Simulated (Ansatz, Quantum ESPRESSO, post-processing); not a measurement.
# 2 layers of Li in Mo(110), on the host's sites: ballistic transmission, part 5 of 5

Wanted: the transmission near the Fermi level and the conductance of this junction: 2 layers of Li in Mo(110), on the host's sites.

Quantum ESPRESSO 7.5; plane-wave DFT, PBEsol, GBRV ultrasoft pseudopotentials; cross-check by Ansatz 0.2.0 with PAW datasets.

So far. Step 3 (The open system): The run is unpolarised; a magnetic state was not tried, may lie lower and would change T. Step 3 (The open system): At no point does T exceed the number of channels.

**6. Cross-check with Ansatz**

As a check, the same structure is run in Ansatz.

Level of this step: plane-wave DFT, PBEsol, Ansatz PAW (Ansatz 0.2.0).

input.yaml reads:

```yaml
crystal:
  lattice:
    - [3.16, 0.0, 0.0]
    - [1.58, 2.2344574285, 0.0]
    - [0.0, 0.0, 41.5165425173]
  atoms:
    - { symbol: Mo, position: [0.0, 0.0, 0.0] }
    - { symbol: Mo, position: [0.5, 0.0, 0.0538208939] }
    - { symbol: Mo, position: [0.0, 0.0, 0.1076417877] }
    - { symbol: Mo, position: [0.5, 0.0, 0.1614626816] }
    - { symbol: Mo, position: [0.0, 0.0, 0.2152835755] }
    - { symbol: Mo, position: [0.5, 0.0, 0.2691044693] }
    - { symbol: Mo, position: [0.0, 0.0, 0.3229253632] }
    - { symbol: Mo, position: [0.5, 0.0, 0.3767462571] }
    - { symbol: Li, position: [0.0, 0.0, 0.4383731285] }
    - { symbol: Li, position: [0.5, 0.0, 0.5078059776] }
    - { symbol: Mo, position: [0.0, 0.0, 0.5694328491] }
    - { symbol: Mo, position: [0.5, 0.0, 0.6232537429] }
    - { symbol: Mo, position: [0.0, 0.0, 0.6770746368] }
    - { symbol: Mo, position: [0.5, 0.0, 0.7308955307] }
    - { symbol: Mo, position: [0.0, 0.0, 0.7847164245] }
    - { symbol: Mo, position: [0.5, 0.0, 0.8385373184] }
    - { symbol: Mo, position: [0.0, 0.0, 0.8923582123] }
    - { symbol: Mo, position: [0.5, 0.0, 0.9461791061] }
kpoints:
  mp_grid: { grid: [9, 11, 1] }
hamiltonian:
  xc: pbesol
scf:
  occupations: { method: fermi_dirac, width: 0.1 }
  convergence: { dr2_threshold: 1.0e-08 }
output:
  transmission: { leads: [[0, 2]], e_range: [-0.4, 0.4], de: 0.4, kmesh: [8, 8] }
  write_potential: true
  write_density: true
  volumetric_format: npy
```

Started as:

```
$ ansatz run input.yaml --threads 4 --pin off --max-ram 8192MiB --backend cpu --events-out ev --progress --plain --runs-dir out
```

Numbers of over 12 decimals in the logs are rounded to 6 here.

Output:

```text
Warning: crystal.symmetry: narrowed to the stabiliser of the k-point mesh — unitary ops 8 → 4; excluded 4 operations that carry a point of the 9×11×1 mesh (shift [0, 0, 0]) off the mesh (the run samples exactly the mesh kpoints.mp_grid names, as under crystal.symmetry.detect: false, and its converged state has the mesh's symmetry, not the crystal's; ε∞, the Born charges and the force constants of a linear response (`dielectric:` by the response, `phonons.method: dfpt`) are averaged over those of the crystal's operations that the state keeps within a tolerance, where `mesh_tensors`, `unaveraged_element` or `gamma_mean_max_change_ev_ang2` stands beside them; [rest of the remark cut]
Engine: ansatz 0.2.0, aarch64-unknown-linux-gnu
Pseudopotentials: kind: paw
Pseudopotential: Mo, paw, valence charge 14, recommended cutoff 420 eV (normal), Mo.paw.azcp
Pseudopotential: Li, paw, valence charge 3, recommended cutoff 420 eV (normal), Li.paw.azcp
Functional definition: PBEsol
  exchange = pbesol_x
  correlation = pbesol_c
Crystal: 18 atoms, lattice volume = 293.144 Å³
Basis set: ecut = 420 eV, 5825 PW (Γ)
Bands: 138, of which v1, the nominal top of the filled ones, is band 115 counted from 1 (114 counted from 0)
Symmetry: 4 space group operations
k-points: 50 of 99
Non-local potential: Mo, projectors of the file, l = 0: 3, l = 1: 2, l = 2: 2, l = 3: 1
Non-local potential: Li, projectors of the file, l = 0: 3, l = 1: 2, l = 2: 1
PAW form: soft (Blöchl's): semilocal exchange-correlation on the pseudo side does not see the compensation charge
PAW frozen core: Mo, regenerated for the run's functional, and the local potential with it (the file was generated under x = pbe(κ = 0.804, μ = 0.219515), c = pbe(β = 0.066725))
PAW one-centre angular grid: Mo, 590 points (default); XC on 64 Gauss nodes
PAW one-centre angular grid: Li, 110 points (default); XC on 64 Gauss nodes
Initial density: superposition of atomic densities (neutral atoms: chi_scale 0, normalization atom), corrected by the library's trained network
Initial wavefunctions: pseudopotential atomic-orbital guess
Functional: x = pbesol(κ = 0.804, μ = 0.123457), c = pbesol(β = 0.046)
SCF iter   1: F=—  HF=-78764.250401 eV  |F-HF|=—  |Δ(HF+E_count)|=         —  Δρ=6.61e-3  dr2=3.41e0  ethr=1.77e-3  ⟨swp⟩=5.1  Hψ=50747  notcnv=0  defer=225
automatic band count: the SCF goes on with 161 bands, as 138 were too few: the levels above may hold too much charge
preconditioner: auto → Kerker (q_TF=auto, 2.620 Å⁻¹)  [metal: Δε(μ)=0.019 eV  Ē_g=5.338 eV  σ=0.100 eV  W_gap=0.05  n_scr=86 (ndim 8)  ℏωp=21.5 eV  f_vac=0.000  D(μ)=12.68/eV (n_scr^D=112)]
SCF iter   2: F=—  HF=-78764.228466 eV  |F-HF|=—  |Δ(HF+E_count)|=   2.19e-2  Δρ=3.57e-3  dr2=1.04e0  ethr=1.48e-3  ⟨swp⟩=1.1  Hψ=9313  notcnv=0  defer=248
SCF iter   3: F=—  HF=-78764.216471 eV  |F-HF|=—  |Δ(HF+E_count)|=   1.20e-2  Δρ=4.05e-4  dr2=9.90e-3  ethr=4.54e-4  ⟨swp⟩=1.0  Hψ=7626  notcnv=0  defer=259
SCF iter   4: F=—  HF=-78764.216162 eV  |F-HF|=—  |Δ(HF+E_count)|=   3.08e-4  Δρ=9.63e-5  dr2=7.56e-4  ethr=4.30e-6  ⟨swp⟩=1.1  Hψ=7639  notcnv=0  defer=259
SCF iter   5: F=—  HF=-78764.216134 eV  |F-HF|=—  |Δ(HF+E_count)|=   2.81e-5  Δρ=2.17e-5  dr2=2.86e-5  ethr=3.29e-7  ⟨swp⟩=1.6  Hψ=7895  notcnv=0  defer=259
SCF iter   6: F=—  HF=-78764.216136 eV  |F-HF|=—  |Δ(HF+E_count)|=   2.19e-6  Δρ=6.53e-6  dr2=1.12e-6  ethr=1.24e-8  ⟨swp⟩=2.0  Hψ=8476  notcnv=0  defer=259
SCF iter   7: F=—  HF=-78764.216770 eV  |F-HF|=—  |Δ(HF+E_count)|=   6.33e-4  Δρ=1.71e-6  dr2=2.13e-8  ethr=4.86e-10  ⟨swp⟩=1.9  Hψ=9267  notcnv=0  defer=260
SCF iter   8: F=-78764.216770 eV  HF=-78764.216770 eV  |F-HF|=4.47e-9  |Δ(HF+E_count)|=   3.00e-9  Δρ=5.01e-7  dr2=5.33e-9  ethr=4.35e-12  ⟨swp⟩=8.4  Hψ=19330  notcnv=0
SCF 1 converged in 8 iterations: F = -78764.216770 eV  dr2 = 5.33e-9
  greatest PAW one-centre occupation: 1.000 electrons in one spin orbital (limit 2), on the Li atom at site 9 (counted from 0), in its partial waves of l = 0
transmission: 242 of 2414 steps passed
transmission: 485 of 2414 steps passed
[...]
transmission: 2414 of 2414 steps passed
SCF converged after 8 iterations
Free energy (F): -78764.216770 eV
Harris-Foulkes:  -78764.216770 eV  (|F-HF|=4.47e-9)
Internal energy: -78763.790539 eV  (E = F + TS)
E sigma→0 (E₀):  -78764.003654 eV
Entropy (-TS):   -0.426231 eV (-23.680 meV/atom)
Fermi energy:    17.895525 eV
--- Per-component energies (eV) ---
  E_band       = -1645.875376
  E_kinetic    = 7082.867875
  E_local      = -73346.307884  (includes V_loc(G=0)·N_el)
  E_nonlocal   = 2245.352560
  E_hartree    = 34195.015248
  E_xc         = -2933.252865
  E_vxc        = -3674.512451  (∫ρ·V_xc dr)
  E_paw        = -50338.536561  (= ΣΔE_a)
  E_vpaw       = -2343.326820  (= ΣTr[D̂ρ^β])
  E_aug_tail   = 0.000621  (compensation charges beyond the density's cutoff)
  E_ewald      = 4327.721679
  E_core_change = 3.348789  (= ΣΔE_core)
  E_smearing   = -0.426231  (= −TS)
  E_closure    = -0.000000  (closes the sum)
  Σ components = -78764.216770   (vs F -78764.216770, Δ=0.00e0)
--- Band table (eV; the first three rows and the last of 50) ---
  k-point 0: bands = [... 111 lower, 16.9195, 16.9269, 17.1485, 17.1893, 17.5172, 17.7288, 17.9037, 18.0566, ... 42 higher]
  k-point 1: bands = [... 111 lower, 16.8238, 16.9044, 16.9105, 17.0018, 17.0863, 17.1039, 17.3972, 17.4449, ... 42 higher]
  k-point 2: bands = [... 111 lower, 16.7561, 16.7603, 16.8142, 16.9100, 16.9331, 17.0993, 17.2821, 17.4380, ... 42 higher]
  k-point 49: bands = [... 111 lower, 18.2032, 18.4039, 18.4437, 18.5125, 18.5273, 18.6941, 18.7174, 18.7738, ... 42 higher]
--- Transmission ---
  basis      : 63 plane waves across, 71 finite elements along
  points     : 34, standing for a mesh of 8 x 8
  energies   : 3 from -0.400000 to 0.400000 eV about the Fermi level, 0.400000 eV apart; the leads are filled to 0.000000 eV, and channels, transmission and decay are at 0.000000 eV
  crystal 0  : Mo2, at the sites [0, 2], period 4.4689 Å, over 35.75 Å; its Hamiltonian steps by up to 4.3 meV
    offset         : up to 0.0000 Å between an atom of the period and one for which it stands
    channels       : 9.687500e-1 a spin
    conductance    : none, the energies end too early or step too widely for 300 K: set another output.transmission.e_range or a lower de, or, where they end at an eighth of basis.ecutwfc, a higher one
    slowest decay  : 0.0872 /Å at (0.5000, 0.3750)
  junction   : crystal 0 to crystal 0, -0.42 to 36.63 Å
    transmission   : 2.310035e-1 a spin
    conductance    : none, the energies end too early or step too widely for 300 K: set another output.transmission.e_range or a lower de, or, where they end at an eighth of basis.ecutwfc, a higher one
```

Wall time 50 s (4 threads of Arm Neoverse V2, shared host); peak memory 2.3 GiB.

Read from the output:

| Quantity | Value |
| --- | --- |
| free energy | -78764.2168 eV |
| energy at zero smearing | -78764.0037 eV |
| smearing term TS | 0.4262 eV |
| Fermi energy | 17.90 eV |
| symmetry operations | 4 |
| transmission at the Fermi level, one spin | 0.2310 |
| step of the lead's Hamiltonian over a period | 4.3 meV |

Per spin; mean over the k mesh across the current. Table of transmission, zone mean by energy, zero at the Fermi level:

| energy (eV) | transmission, zone mean |
| --- | --- |
| -0.400 | 0.168 |
| 0.000 | 0.231 |
| 0.400 | 0.0991 |

Per spin; mean over the k mesh across the current. Open channels, zone mean against energy, zero at the Fermi level:

| energy (eV) | open channels, zone mean |
| --- | --- |
| -0.400 | 1.12 |
| 0.000 | 0.969 |
| 0.400 | 1.25 |

Ansatz finds T = 0.231 against pwcond's 0.229.

**7. All levels side by side**

All levels:

| step | T at the Fermi level (per spin) | conductance (G0) | r.m.s. T(E) from the first | CPU time of the step (s) | peak memory (GiB) |
| --- | --- | --- | --- | --- | --- |
| Ansatz | 0.231 | - | 0 | 186.8 | 2.266 |
| pwcond | 0.2285 | 0.2285 | 0.003316 | 386.9 | 0.3 |
| pwcond, changed setting | 0.2502 | 0.2502 | 0.01336 | 244.8 | 0.27 |

Per spin; mean over the k mesh across the current. Table of transmission, zone mean by energy, zero at the Fermi level:

| energy (eV) | Ansatz | pwcond | pwcond, changed setting |
| --- | --- | --- | --- |
| -0.400 | 0.168 | 0.165 | 0.165 |
| 0.000 | 0.231 | 0.229 | 0.250 |
| 0.400 | 0.0991 | 0.0948 | 0.0867 |

**8. The arithmetic**

The Landauer sum over the mesh, Σ w T = 0.0625 × 1 + 0.0625 × 0.998 + 0.0625 × 0.896 + … = 0.2285.

G = 0.229 × 77.48 µS = 17.7 µS a cell. Times the area of 7.061 Å², the resistance-area product is A/G = 3.99 fΩ m², the leads' contact resistance included.

**9. Summary of results**

* conductance from T at the Fermi level, a cell (G₀ = 2e²/h): 0.229 G₀
* conductance per area: 251 S/μm²
* lead channels per spin: 0.97
* the same conductance by Ansatz: 0.231 G₀

What this shows: The junction conducts 0.229 G₀ a cell at the Fermi level (PBEsol, GBRV ultrasoft). At the Fermi level the junction passes 24 % of what the leads offer. At the Fermi level pwcond and Ansatz differ by 1.1 %, a close match. Points with over 2.5 times the mean carry 79 % of T, so the mean leans on few points, and the mesh was not tested. Over -0.4 to 0.4 eV, T lies between 0.095 and 0.23 per spin. The geometry is as built, not relaxed, and the leads are short.

[Logs are printed without paths, hosts, clocks, repeated set-up lines and the standing remarks that a program may print on its own settings, such as how far it seeks lower states.]

[Hosts, paths, dates, database ids (printed as entryN), source tags and the programs' standing remarks are cut or masked in the printed files.]

[Maps of the electrostatic potential energy from Ansatz leave out the sawtooth potential of an applied field or a dipole correction, so their vacuum need not be flat; planar profiles and work functions include it.]
